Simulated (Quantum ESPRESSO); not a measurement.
# AgCl (Chlorargyrite) (Fm-3m) in Quantum ESPRESSO: further runs

Runs on AgCl (Chlorargyrite). Level: PBE+U. Tasks: single point.

Program: Quantum ESPRESSO 7.5. These are calculated values, not measurements. Logs are shortened: lines on timing, memory, paths and dates and some standing lists are left out, and cuts for length are marked.

**Measured values to compare with.**

A printed reference work, data compilation reports, for a bulk crystal of AgCl: band gap 3.249 eV (indirect).

The results are compared with them further down.

## 1. Starting point

Symmetry: Fm-3m, No. 225, cubic system. Conventional cell: a = 5.470 Å, b = 5.470 Å, c = 5.470 Å, α = 90.00°, β = 90.00°, γ = 90.00°. Around Ag (site symmetry m-3m) lie 6 Cl at 2.73 Å. Cl (site symmetry m-3m) is surrounded by 6 Ag at 2.73 Å.

## 2. Single point, PBE+U

The input, pw.in:

```
&CONTROL
  calculation = 'scf'
  prefix = 'pwscf'
  outdir = './tmp'
  pseudo_dir = './pseudo'
  tprnfor = .true.
  tstress = .true.
  disk_io = 'nowf'
/
&SYSTEM
  ibrav = 0
  nat = 2
  ntyp = 2
  ecutwfc = 60
  ecutrho = 440
  nbnd = 23
  occupations = 'smearing'
  smearing = 'fd'
  degauss = 0.00367493
/
&ELECTRONS
  conv_thr = 4d-10
  electron_maxstep = 120
  mixing_beta = 0.3
/
ATOMIC_SPECIES
Ag   107.8682 Ag_ONCV_PBE-1.0.oncvpsp.upf
Cl    35.4500 cl_pbe_v1.4.uspp.F.UPF
CELL_PARAMETERS angstrom
   0.0000000000    2.7350000000    2.7350000000
   2.7350000000    0.0000000000    2.7350000000
   2.7350000000    2.7350000000    0.0000000000
ATOMIC_POSITIONS crystal
Ag     0.0000000000    0.0000000000    0.0000000000
Cl     0.5000000000    0.5000000000    0.5000000000
K_POINTS automatic
8 8 8 0 0 0
HUBBARD {atomic}
U Ag-4d 5.0
```

Potentials or basis: SSSP 1.3 efficiency PBE.

The run is started by

```console
$ OMP_NUM_THREADS=1 pw.x -in pw.in > pw.out
```

pw.out:

```text
This program is part of the open-source Quantum ESPRESSO suite
     for quantum simulation of materials; please cite
[... 9 lines left out ...]
     --------------------
     sticks:   dense  smooth     PW     G-vecs:    dense   smooth      PW
     Sum        1627     877    265                43143    17261    2891

     Using Slab Decomposition

     bravais-lattice index     =            0
     lattice parameter (alat)  =       7.3092  a.u.
     unit-cell volume          =     276.1205 (a.u.)^3
     number of atoms/cell      =            2
     number of atomic types    =            2
     number of electrons       =        26.00
     number of Kohn-Sham states=           23
     kinetic-energy cutoff     =      60.0000  Ry
     charge density cutoff     =     440.0000  Ry
     scf convergence threshold =      4.0E-10
     mixing beta               =       0.3000
     number of iterations used =            8  plain     mixing
     Exchange-correlation=  SLA  PW   PBX  PBC
                           (   1   4   3   4   0   0   0)
     Hubbard projectors: atomic
     Hubbard parameters of DFT+U (Dudarev formulation) in eV:
     U(Ag-4d) =  5.0000

     Internal variables: lda_plus_u =T, lda_plus_u_kind = 0

     Internal variables: orbital_resolved =F, hub_pot_fix =F, apply_U = F

     celldm(1)=   7.309223  celldm(2)=   0.000000  celldm(3)=   0.000000
     celldm(4)=   0.000000  celldm(5)=   0.000000  celldm(6)=   0.000000

     crystal axes: (cart. coord. in units of alat)
               a(1) = (   0.000000   0.707107   0.707107 )
               a(2) = (   0.707107   0.000000   0.707107 )
               a(3) = (   0.707107   0.707107   0.000000 )

     reciprocal axes: (cart. coord. in units 2 pi/alat)
               b(1) = ( -0.707107  0.707107  0.707107 )
               b(2) = (  0.707107 -0.707107  0.707107 )
               b(3) = (  0.707107  0.707107 -0.707107 )

     PseudoPot. # 1 for Ag read from file:
     Ag_ONCV_PBE-1.0.oncvpsp.upf
     Pseudo is Norm-conserving, Zval = 19.0
     Generated using ONCVPSP code by D. R. Hamann
     Using radial grid of 1398 points,  6 beta functions with:
                l(1) =   0
                l(2) =   0
                l(3) =   1
                l(4) =   1
                l(5) =   2
                l(6) =   2

     PseudoPot. # 2 for Cl read from file:
     cl_pbe_v1.4.uspp.F.UPF
     Pseudo is Ultrasoft + core correction, Zval =  7.0
     Generated by new atomic code, or converted to UPF format
     Using radial grid of  909 points,  6 beta functions with:
                l(1) =   0
                l(2) =   0
                l(3) =   1
                l(4) =   1
                l(5) =   2
                l(6) =   2
     Q(r) pseudized with  8 coefficients,  rinner =    1.300   1.300   1.300
                                                       1.300   1.300

     atomic species   valence    mass     pseudopotential
[... 72 lines left out ...]

     Number of occupied Hubbard levels =    9.0000

     Atomic wfc used for Hubbard projectors are NOT orthogonalized

     Starting wfcs are   14 randomized atomic wfcs +    9 random wfcs

     Self-consistent Calculation

     iteration #  1     ecut=    60.00 Ry     beta= 0.30
     Davidson diagonalization with overlap
     ethr =  1.00E-02,  avg # of iterations =  6.2

     =================== HUBBARD OCCUPATIONS ===================
     ------------------------ ATOM    1 ------------------------
     Tr[ns(  1)] =   9.98332
     eigenvalues:
       0.998  0.998  0.999  0.999  0.999
     eigenvectors (columns):
       0.108 -0.994 -0.000 -0.000 -0.000
       0.000 -0.000  0.221 -0.176  0.959
       0.000 -0.000  0.640 -0.716 -0.279
      -0.994 -0.108  0.000  0.000  0.000
      -0.000  0.000 -0.736 -0.676  0.046
     occupation matrix ns (before diag.):
       0.998 -0.000 -0.000  0.000  0.000
      -0.000  0.999 -0.000  0.000  0.000
      -0.000 -0.000  0.999  0.000  0.000
       0.000  0.000  0.000  0.998 -0.000
       0.000  0.000  0.000 -0.000  0.999

     Number of occupied Hubbard levels =    9.9833

     Threshold (ethr) on eigenvalues was too large:
     Diagonalizing with lowered threshold

     Davidson diagonalization with overlap
     ethr =  5.26E-04,  avg # of iterations =  1.4

     negative rho (up, down):  1.467E-02 0.000E+00
[... 94 lines left out ...]
     iteration # 12     ecut=    60.00 Ry     beta= 0.30
     Davidson diagonalization with overlap
     ethr =  1.72E-12,  avg # of iterations =  2.0

     negative rho (up, down):  1.441E-02 0.000E+00

     End of self-consistent calculation

     =================== HUBBARD OCCUPATIONS ===================
     ------------------------ ATOM    1 ------------------------
     Tr[ns(  1)] =   9.95066
     eigenvalues:
       0.994  0.994  0.996  0.996  0.996
     eigenvectors (columns):
      -0.006  1.000 -0.000 -0.000 -0.000
       0.000  0.000  0.206 -0.076  0.976
       0.000  0.000  0.620 -0.762 -0.190
      -1.000 -0.006  0.000  0.000  0.000
      -0.000 -0.000 -0.757 -0.644  0.110
     occupation matrix ns (before diag.):
       0.994 -0.000 -0.000  0.000  0.000
      -0.000  0.996 -0.000  0.000  0.000
      -0.000 -0.000  0.996  0.000  0.000
       0.000  0.000  0.000  0.994 -0.000
[... 120 lines left out ...]
   -80.6555 -44.1709 -44.1703 -44.1691  -5.9883   3.4411   3.6052   3.9038
     4.5545   4.6728   5.5558   6.0169   7.1318  12.7454  16.3416  17.2959
    18.9794  20.8718  22.4856  24.7079  26.2504  27.1711  28.4038

          k =-0.7071 0.0000 0.0000 (  2200 PWs)   bands (ev):

   -80.6556 -44.1713 -44.1694 -44.1694  -6.0834   3.7221   4.4693   4.4716
     4.7489   4.7489   4.9752   5.8153   5.8153  11.4779  16.9797  17.9075
    20.8955  20.8955  23.7504  23.7504  24.2762  27.1168  28.6766

          k = 0.3536 0.1768 0.0000 (  2168 PWs)   bands (ev):
[... 31 lines left out ...]
   -80.6555 -44.1707 -44.1703 -44.1690  -5.9510   3.1792   3.3878   3.7281
     4.6165   4.6323   5.9546   5.9724   7.5634  13.7814  15.5884  16.8997
    17.9783  21.6647  22.2552  24.9868  25.8953  27.1258  28.2134

          k =-0.7071 0.1768-0.0000 (  2170 PWs)   bands (ev):

   -80.6555 -44.1711 -44.1697 -44.1695  -6.0332   3.6995   3.7942   4.0557
     4.7490   4.8605   5.2415   5.8293   6.5013  12.2218  16.8580  17.5502
    19.0026  21.5285  23.4657  23.7355  25.0626  27.5526  29.6248

          k =-0.7071 0.3536 0.0000 (  2180 PWs)   bands (ev):

   -80.6554 -44.1705 -44.1705 -44.1695  -5.9817   3.3213   3.7600   3.7600
     4.7492   4.8501   5.6885   5.6885   6.8561  13.3738  16.9851  16.9851
    17.1535  22.6805  22.6805  23.7205  25.3629  27.8558  29.9215

     the Fermi energy is     9.2965 ev

!    total energy              =    -320.67139802 Ry
     estimated scf accuracy    <          4.2E-12 Ry
     smearing contrib. (-TS)   =      -0.00000000 Ry
     internal energy E=F+TS    =    -320.67139802 Ry

     The total energy is F=E-TS. E is the sum of the following terms:
     one-electron contribution =    -166.97525136 Ry
     hartree contribution      =      92.87588504 Ry
     xc contribution           =     -36.68417860 Ry
     ewald contribution        =    -209.89687317 Ry
     Hubbard energy            =       0.00902007 Ry

     convergence has been achieved in  12 iterations

     negative rho (up, down):  1.441E-02 0.000E+00

     Forces acting on atoms (cartesian axes, Ry/au):

     atom    1 type  1   force =     0.00000000   -0.00000000   -0.00000000
     atom    2 type  2   force =    -0.00000000    0.00000000    0.00000000

     Total force =     0.000000     Total SCF correction =     0.000000

     Computing stress (Cartesian axis) and pressure

     negative rho (up, down):  1.441E-02 0.000E+00
          total   stress  (Ry/bohr**3)                   (kbar)     P=       49.78
   0.00033842  -0.00000000  -0.00000000           49.78       -0.00       -0.00
  -0.00000000   0.00033842  -0.00000000           -0.00       49.78       -0.00
  -0.00000000  -0.00000000   0.00033842           -0.00       -0.00       49.78

=------------------------------------------------------------------------------=
   JOB DONE.
=------------------------------------------------------------------------------=
```

Run time: 41 s. Hardware: 1 thread of Arm Neoverse V1, shared host; peak memory 0.21 GiB.

What came out:

```yaml
Free_energy: -4362.9566 eV
Pressure: 5.0 GPa
Band_gap_on_the_k_mesh: 1.67 eV, indirect (least direct gap 3.46 eV)
```

Eigenvalues of the final occupation matrices:
| site | spin | trace | eigenvalues |
| --- | --- | --- | --- |
| Ag 1 4d | each | 4.98 | 0.99 0.99 1.00 1.00 1.00 |

[end of part 1 of 2]
